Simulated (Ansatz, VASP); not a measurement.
This is a calculation of Hf for Ansatz 0.2.0.

The input input.yaml:

```yaml
crystal:
  lattice:
    - [3.1752449911, 0.0, 0.0]
    - [-1.5876224956, 2.7498428256, 0.0]
    - [0.0, 0.0, 5.0238540107]
  atoms:
    - { symbol: Hf, position: [0.6666666667, 0.3333333333, 0.75] }
    - { symbol: Hf, position: [0.3333333333, 0.6666666667, 0.25] }
hamiltonian:
  xc: r2scan
  pseudopotentials: { kind: paw }
kpoints:
  mp_grid: { grid: [10, 10, 5] }
scf:
  occupations: { method: fermi_dirac, width: 0.05 }
output:
  forces: true
  stress: true
  eigenvalues: true
```

Potentials or basis: Ansatz PAW.

Run with:

```sh
$ ansatz run input.yaml --threads 1 --pin off --max-ram 3584MiB --backend cpu --events-out ev --progress --plain --runs-dir out
```

Question: Translate it to VASP 6.6.1. Potentials there: VASP PAW PBE potentials, release 64 (Hf_pv).

Answer: As run (the cutoff follows the program's own potentials):

Contents of POSCAR:

```
Hf
1.0
    3.1752449911      0.0000000000      0.0000000000
   -1.5876224956      2.7498428256      0.0000000000
    0.0000000000      0.0000000000      5.0238540107
Hf
2
Direct
    0.6666666667      0.3333333333      0.7500000000
    0.3333333333      0.6666666667      0.2500000000
```

The input INCAR.step1:

```
ALGO = Normal ; EDIFF = 1E-4
ENCUT = 520 ; GGA = PE
ISMEAR = -1 ; LASPH = True
LCHARG = False ; LREAL = False
LWAVE = True ; NBANDS = 17
NELM = 80 ; PREC = Accurate
SIGMA = 0.05
```

The input INCAR.step2:

```
ALGO = Normal ; EDIFF = 1E-6
ENCUT = 520 ; ISIF = 2
ISMEAR = -1 ; ISTART = 1
LASPH = True ; LCHARG = True
LELF = True ; LMIXTAU = True
LREAL = False ; LVHAR = True
LWAVE = False ; METAGGA = R2SCAN
NBANDS = 17 ; NELM = 80
PREC = Accurate ; SIGMA = 0.05
```

The input KPOINTS:

```
k-points
0
Gamma
  10 10 5
```

Potentials or basis: VASP PAW PBE potentials, release 64 (Hf_pv).

Command:

```sh
$ cat potpaw_PBE.64/Hf_pv/POTCAR > POTCAR
$ cp INCAR.step1 INCAR
$ mpirun -np 1 vasp_std > vasp.out
$ cp INCAR.step2 INCAR
$ mpirun -np 1 vasp_std > vasp.out
```

Both were run:

|  | VASP | Ansatz | Ansatz less VASP |
| --- | --- | --- | --- |
| gap on the k mesh at the Fermi level (eV) | none | none | - |
| pressure (GPa) | 1.4 | 2.0 | +0.55 |
| largest component of the traceless stress (GPa) | 0.71 | 0.61 | -0.103 |

A gap of «none» marks a metal or a gap that the smearing closes. With one functional, cell and mesh, what is left measures potentials, basis and numerics. The two sets of potentials don't hold the same shells in valence.

Caveats: the PAW data sets were made with another functional, which shifts forces and pressure a little (VASP); the PAW data sets come from PBE, with cores solved anew for the run's functional, which leaves a small shift of forces and pressure (Ansatz). Spin-orbit coupling is left out, which matters for the levels of Hf.
